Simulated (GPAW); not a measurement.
Crystal: CuO.

```
CELL_PARAMETERS angstrom
3.17550 0.00000 0.00000
0.00000 3.17550 0.00000
0.00000 0.00000 4.64953
ATOMIC_POSITIONS crystal
Cu 0.00000 0.00000 0.00000
Cu 0.50000 0.50000 0.00000
O 0.50000 0.00000 0.26700
O 0.00000 0.50000 0.73300
```

The cell was built by a generator and needn't be a form met in nature.

Base run:

* Program: GPAW 26.7.0
* Functional: r2SCAN
* Potentials or basis: GPAW PAW data sets (gpaw-data 1.2.1)
* Cutoff: 800 eV
* Basis: pw
* k mesh: 7 × 7 × 5
* Occupations: fermi-dirac, width 0.05 eV
* Spin: no spin polarisation
* Hubbard terms: Cu d U = 4 eV

Its results: band gap on the k mesh none (metal or under the smearing width); pressure 10.4 GPa; largest force 1.215 eV/Å.

Question: The run is repeated on the same cell with these changes: hubbard terms from Cu d U = 4 eV to none. What comes out?

Answer: Band gap on the k mesh none (metal or under the smearing width); pressure 12.4 GPa; largest force 1.196 eV/Å.

Caveats: with this Cu data set, volumes or pressures lay over 1.5 % or 2 GPa off other programs in two to four cells of ten; the PAW data sets were made with another functional, which shifts forces and pressure a little; the run has no spin polarisation, though such a crystal can be magnetic; U without spin polarisation on a metal has little footing (some runs); semilocal functionals often make such compounds metallic where correlation or magnetic order opens a gap, which also shifts bond lengths (some runs).
